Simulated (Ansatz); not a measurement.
# CuAu (R-3m) in Ansatz: a series of runs

The runs below take CuAu through band structure, with PBEsol.

Everything below comes from runs of Ansatz 0.2.0. Logs are shortened: lines on timing, memory, paths and dates and some standing lists are left out, and cuts for length are marked.

## (1) The structure

It takes space group R-3m (No. 166, trigonal). The conventional cell has a = 2.886 Å, b = 2.886 Å, c = 12.769 Å, α = 90.00°, β = 90.00°, γ = 120.00°. Au (site symmetry -3m) is surrounded by 6 Cu at 2.70 Å and 6 Au at 2.89 Å. Cu (site symmetry -3m) has 6 Au at 2.70 Å and 6 Cu at 2.89 Å as nearest neighbours.

The cell comes from a database or a generator and needn't be the stable form of this composition.

## (2) Band structure, PBEsol

input.yaml reads:

```yaml
crystal:
  lattice:
    - [1.4430568479, 0.8331492596, 4.2561707609]
    - [-1.4430568479, 0.8331492596, 4.2561707609]
    - [0.0, -1.6662985192, 4.2561707609]
  atoms:
    - { symbol: Au, position: [0.0, 0.0, 0.0] }
    - { symbol: Cu, position: [0.5, 0.5, 0.5] }
kpoints:
  mp_grid: { grid: [11, 11, 11] }
  band_path:
    path:
      - [0.0, 0.0, 0.0]
      - [0.5, 0.0, 0.0]
      - [0.5, 0.1922122767, -0.1922122767]
    npoints: 8
scf:
  occupations: { method: fermi_dirac, width: 0.05 }
hamiltonian:
  xc: pbesol
  pseudopotentials:
    kind: all_electron
    lapw: { basis_error: 0.001 }
    relativity: none
output:
  forces: true
  stress: true
  eigenvalues: true
```

Potentials or basis: all-electron LAPW, non-relativistic.

Run with:

```console
$ ansatz run input.yaml --threads 1 --pin off --max-ram 3072MiB --backend cpu --events-out ev --progress --plain --runs-dir out
```

Log:

```text
Warning: RAYON_NUM_THREADS=1 ignored (pool sized by the plan → 1); use --threads N
LAPW: plane waves up to 8.470 Å⁻¹, error target 1.0e-3 eV per atom; Cu in spheres of 1.319 Å, 19 of its electrons in bands, Dirac shells []; Au in spheres of 1.383 Å, 43 of its electrons in bands, Dirac shells [] (how accurate: hamiltonian.pseudopotentials.lapw.basis_error, Limitations)
Engine: ansatz 0.2.0, x86_64-unknown-linux-gnu
Pseudopotentials: kind: all_electron
Pseudopotential: Au, LAPW, valence charge 43, lapw/all_electron/none/Au, Schrödinger's equation, point nucleus
Pseudopotential: Cu, LAPW, valence charge 19, lapw/all_electron/none/Cu, Schrödinger's equation, point nucleus
Functional definition: PBEsol
  exchange = pbesol_x
  correlation = pbesol_c
Crystal: 2 atoms, lattice volume = 30.703 Å³
Basis set: ecut = 273.313081547934 eV, 299 PW (Γ), FFT grids on a1−a3, a2−a3, a3, exchange–correlation at level 2
Bands: 38, of which v1, the nominal top of the filled ones, is band 31 counted from 1 (30 counted from 0)
Symmetry: 12 space group operations
Space group: R-3m (ITA 166), of the structure as read, at distance tolerance 3.1e-5 Å
k-points: 146 of 1331
Non-local potential: Au, projectors of the file, none
Non-local potential: Cu, projectors of the file, none
Initial density: superposition of atomic densities (chi_scale 0.1, normalization cell, long waves kept (reshape's long-wave potential 0.01 eV rms))
Initial wavefunctions: plane waves of lowest kinetic energy (no species holds an atomic orbital)
Functional: x = pbesol(κ = 0.804, μ = 0.12345679012345678), c = pbesol(β = 0.046)
iter 1 solved again at ethr=3.50e-4 eV; its pass at ethr=1.00e-1 eV (dr2=2.17e-1 eV) is discarded
SCF iter   1: F=—  HF=-530731.127052 eV  |F-HF|=—  |Δ(HF+E_count)|=         —  Δρ=3.38e-2  dr2=2.17e-1  ethr=3.50e-4  ⟨swp⟩=2.6  Hψ=35505  notcnv=0
preconditioner: auto → LDOS  [metal: Δε(μ)=0.004 eV  Ē_g=13.516 eV  σ=0.050 eV  W_gap=0.02  n_scr=16 (ndim 8)  ℏωp=31.4 eV  f_vac=0.016  D(μ)=0.80/eV (n_scr^D=2)  β→1.0]
SCF iter   2: F=—  HF=-530732.745644 eV  |F-HF|=—  |Δ(HF+E_count)|=    1.62e0  Δρ=1.46e-2  dr2=1.70e-1  ethr=3.50e-4  ⟨swp⟩=3.0  Hψ=19300  notcnv=0  recentre
iter 3 solved again at ethr=2.64e-5 eV; its pass at ethr=2.74e-4 eV (dr2=1.64e-2 eV) is discarded
SCF iter   3: F=—  HF=-530730.227800 eV  |F-HF|=—  |Δ(HF+E_count)|=    2.52e0  Δρ=9.13e-3  dr2=1.64e-2  ethr=2.64e-5  ⟨swp⟩=2.0  Hψ=29543  notcnv=0
SCF iter   4: F=—  HF=-530730.205578 eV  |F-HF|=—  |Δ(HF+E_count)|=   2.22e-2  Δρ=2.29e-3  dr2=1.08e-3  ethr=2.64e-5  ⟨swp⟩=2.0  Hψ=15803  notcnv=0
SCF iter   5: F=—  HF=-530730.205747 eV  |F-HF|=—  |Δ(HF+E_count)|=   1.68e-4  Δρ=5.52e-4  dr2=8.24e-5  ethr=1.74e-6  ⟨swp⟩=2.0  Hψ=15806  notcnv=0
SCF iter   6: F=—  HF=-530730.205561 eV  |F-HF|=—  |Δ(HF+E_count)|=   1.86e-4  Δρ=1.95e-4  dr2=1.46e-5  ethr=1.33e-7  ⟨swp⟩=2.0  Hψ=15806  notcnv=0
SCF iter   7: F=—  HF=-530730.205560 eV  |F-HF|=—  |Δ(HF+E_count)|=   1.01e-6  Δρ=3.10e-5  dr2=3.53e-7  ethr=2.35e-8  ⟨swp⟩=2.0  Hψ=15806  notcnv=0
SCF iter   8: F=-530730.205560 eV  HF=-530730.205560 eV  |F-HF|=5.56e-8  |Δ(HF+E_count)|=   6.37e-7  Δρ=1.21e-5  dr2=4.22e-8  ethr=5.69e-10  ⟨swp⟩=2.3  Hψ=15859  notcnv=0
SCF 1 converged in 8 iterations: F = -530730.205560 eV  dr2 = 4.22e-8
NSCF: frozen V_eff on 17 k-points
SCF converged after 8 iterations
Free energy (F): -530730.205560 eV
Harris-Foulkes:  -530730.205560 eV  (|F-HF|=5.56e-8)
Internal energy: -530730.198504 eV  (E = F + TS)
E sigma→0 (E₀):  -530730.202032 eV
Entropy (-TS):   -0.007055 eV (-3.528 meV/atom)
Fermi energy:    20.653005 eV
--- Per-component energies (eV) ---
  E_band       = -4466.941967
  E_kinetic    = 530567.337119
  E_xc         = -10972.858851
  E_electrostatic = -1050324.676772  (all electrons and nuclei)
  E_smearing   = -0.007055  (= −TS)
  E_closure    = 0.000000  (closes the sum)
  E_atoms      = -530723.591759  (free atoms, spherical and without spin; not in F)
  Σ components = -530730.205560   (vs F -530730.205560, Δ=0.00e0)
  Basis errors (estimates in eV, not in F): energy 2.4e-4 per atom: plane waves 2.2e-4 (1.2e-4 summed), levels above the bands 1.0e-127, relativity 0.0e0, radial functions 1.9e-5, core shells 1.8e-7; eigenvalues (radial functions only) 3.4e-6; not estimated: angular momenta, meshes, grids; target (lapw.basis_error) 1.0e-3; muffin-tin radii Cu 1.319 Å, Au 1.383 Å
--- Forces (eV/Å), atoms counted from 1 ---
  atom   1  Au     0.00000000     0.00000000     0.00000000
  atom   2  Cu    -0.00000000    -0.00000000     0.00000000
  max |Σ_I F_I| component: 1.05e-29 eV/Å
--- Stress (GPa, compression-positive) ---
        7.368845      -0.000000       0.000000
       -0.000000       7.368845      -0.000000
        0.000000      -0.000000      10.762147
  P = ⅓ Tr σ = 8.4999 GPa (84.999 kbar)
--- Band table (eV; the first three rows and the last of 146) ---
  k-point 0: bands = ["-306.6540", "-306.6515", "-306.6515", "-306.6351", "-306.6351", "-87.5211", "-71.1525", "-71.1480", "-71.1480", "-71.1400", "-71.1400", "-71.1326", "-71.1299", "-61.1431", "-47.8163", "-47.7593", "-47.7593", "-30.8696", "-30.7234", "-30.7234", "12.3495", "13.4375", "14.7650", "14.7650", "15.9097", "15.9097", "17.6418", "18.1880", "18.1880", "18.6916", "18.6916", "20.6659", "26.1292", "34.4507", "36.4893", "36.4893", "37.6665", "40.8757"]
  k-point 1: bands = ["-306.6540", "-306.6515", "-306.6515", "-306.6351", "-306.6351", "-87.5209", "-71.1525", "-71.1480", "-71.1480", "-71.1400", "-71.1400", "-71.1326", "-71.1299", "-61.1404", "-47.8161", "-47.7608", "-47.7597", "-30.8671", "-30.7442", "-30.7285", "12.5821", "13.5741", "14.6779", "14.9220", "15.6978", "15.8999", "17.6737", "18.1441", "18.2254", "18.3891", "18.6572", "21.3072", "26.2351", "34.3007", "35.2345", "36.0825", "37.2579", "39.3757"]
  k-point 2: bands = ["-306.6540", "-306.6515", "-306.6515", "-306.6351", "-306.6351", "-87.5205", "-71.1525", "-71.1481", "-71.1480", "-71.1400", "-71.1400", "-71.1327", "-71.1298", "-61.1333", "-47.8156", "-47.7651", "-47.7608", "-30.8605", "-30.7999", "-30.7424", "13.1945", "13.8585", "14.6183", "15.1986", "15.3591", "15.8782", "17.7130", "17.9783", "18.1045", "18.3271", "18.5664", "22.5321", "26.6389", "31.6337", "34.9490", "35.2307", "36.4771", "37.7020"]
  k-point 145: bands = ["-306.6540", "-306.6515", "-306.6515", "-306.6351", "-306.6351", "-87.5209", "-71.1525", "-71.1480", "-71.1480", "-71.1400", "-71.1400", "-71.1326", "-71.1299", "-61.1405", "-47.8157", "-47.7609", "-47.7597", "-30.8689", "-30.7442", "-30.7286", "13.4556", "14.5228", "14.7518", "15.0168", "15.8321", "16.1771", "16.2623", "17.8792", "17.9436", "18.0138", "18.3262", "18.4412", "33.1144", "34.4691", "35.4316", "36.3316", "36.4482", "38.7180"]
```

It used 93 s of CPU time on 1 thread of Intel(R) Xeon(R) Processor @ 2.50GHz (Skylake/Cascade Lake), with other jobs on the host, which was overloaded at the time.

Results:

- Free energy: -530730.2056 eV
- Pressure: 8.5 GPa
- Band gap along the path: none (metal or under the smearing width)

Stress tensor (GPa, compression positive):
```
 7.37  0.00  0.00
 0.00  7.37  0.00
 0.00  0.00 10.76
```

Levels at the corners of the path, in eV from the Fermi level:
| point | band 26 | band 27 | band 28 | band 29 | band 30 | band 31 | band 32 | band 33 | band 34 | band 35 |
| --- | --- | --- | --- | --- | --- | --- | --- | --- | --- | --- |
| Γ | -4.74 | -3.01 | -2.47 | -2.47 | -1.96 | -1.96 | 0.01 | 5.48 | 13.80 | 15.84 |
| L | -3.37 | -3.37 | -2.91 | -2.53 | -1.92 | 0.13 | 1.22 | 5.67 | 7.73 | 11.10 |
| B1 | -2.86 | -2.59 | -2.52 | -2.31 | -2.03 | 2.50 | 3.10 | 3.86 | 4.32 | 9.73 |

Caveat: relativity is left out, which matters for the heavier elements; spin-orbit coupling is left out, which moves the levels of the heavy elements.

## (3) Band structure, PBEsol

input.yaml: that of step 2 with these lines changed.

```diff
@@ -20,6 +20,3 @@
   xc: pbesol
-  pseudopotentials:
-    kind: all_electron
-    lapw: { basis_error: 0.001 }
-    relativity: none
+  pseudopotentials: { kind: all_electron, datasets: crystal }
 output:
```

Potentials or basis: all-electron PAW datasets made for the crystal.

Run with:

```console
$ ansatz run input.yaml --threads 1 --pin off --max-ram 3072MiB --backend cpu --events-out ev --progress --plain --runs-dir out
```

It used 66 s of CPU time on 1 thread of Intel(R) Xeon(R) Processor @ 2.50GHz (Skylake/Cascade Lake) (shared host), which was overloaded at the time.

Results (log left out):

```
Free energy             : -562080.4815 eV
Pressure                : -8.1 GPa
Band gap along the path : none (metal or under the smearing width)
```

Stress tensor (GPa, compression positive):
```
-8.60  0.00  0.00
 0.00 -8.60  0.00
 0.00  0.00 -7.11
```

Levels at the corners of the path, in eV from the Fermi level:
```csv
point,band 8,band 9,band 10,band 11,band 12,band 13
Γ,-2.16,-2.16,-1.54,-1.54,-0.15,4.56
L,-2.30,-2.04,-1.71,0.05,0.98,5.40
B1,-2.20,-1.80,-1.69,2.36,2.60,3.49
```

Caveat: spin-orbit coupling is left out, which moves the levels of the heavy elements.

## (4) Band structure, PBEsol

input.yaml: that of step 3 with these lines changed.

```diff
@@ -20,3 +20,6 @@
   xc: pbesol
-  pseudopotentials: { kind: all_electron, datasets: crystal }
+  pseudopotentials:
+    kind: all_electron
+    lapw: { basis_error: 0.001 }
+    dirac_shells: { Au: ["4p", "4d"], Cu: ["2p"] }
 output:
```

Potentials or basis: all-electron LAPW, inner shells corrected to Dirac's equation.

Run with:

```console
$ ansatz run input.yaml --threads 1 --pin off --max-ram 3072MiB --backend cpu --events-out ev --progress --plain --runs-dir out
```

It used 100 s of CPU time on 1 thread of Intel(R) Xeon(R) Processor @ 2.50GHz (Skylake/Cascade Lake), with other jobs on the host, which was overloaded at the time.

The run converged. Its results:

```
Free energy             : -563060.3335 eV
Pressure                : -8.0 GPa
Band gap along the path : none (metal or under the smearing width)
```

Stress tensor (GPa, compression positive):
```
-8.53  0.00  0.00
 0.00 -8.53  0.00
 0.00  0.00 -7.04
```

Levels at the corners of the path, in eV from the Fermi level:
| point | band 27 | band 28 | band 29 | band 30 | band 31 | band 32 | band 33 | band 34 |
| --- | --- | --- | --- | --- | --- | --- | --- | --- |
| Γ | -2.69 | -2.16 | -2.16 | -1.54 | -1.54 | -0.15 | 4.56 | 14.44 |
| L | -2.71 | -2.30 | -2.04 | -1.71 | 0.05 | 0.98 | 5.40 | 6.80 |
| B1 | -2.24 | -2.20 | -1.81 | -1.69 | 2.36 | 2.60 | 3.50 | 3.93 |

Caveat: spin-orbit coupling is left out, which moves the levels of the heavy elements.

## (5) The runs side by side

| potentials or basis | cutoff (eV) | basis error allowed | pressure (GPa) |
| --- | --- | --- | --- |
| all-electron LAPW, non-relativistic | 273 | 0.001 eV/atom | 8.5 |
| all-electron PAW datasets made for the crystal | 280 | - | -8.1 |
| all-electron LAPW, inner shells corrected to Dirac's equation | 273 | 0.001 eV/atom | -8.0 |

Alike in all rows: task band structure; level PBEsol; no spin polarisation; cell as given; k mesh 11 × 11 × 11; smearing fermi-dirac 0.05 eV.

Caveats: spin-orbit coupling is left out, which moves the levels of the heavy elements; relativity is left out, which matters for the heavier elements (some runs).

Compare energies only between runs with the same functional and basis.
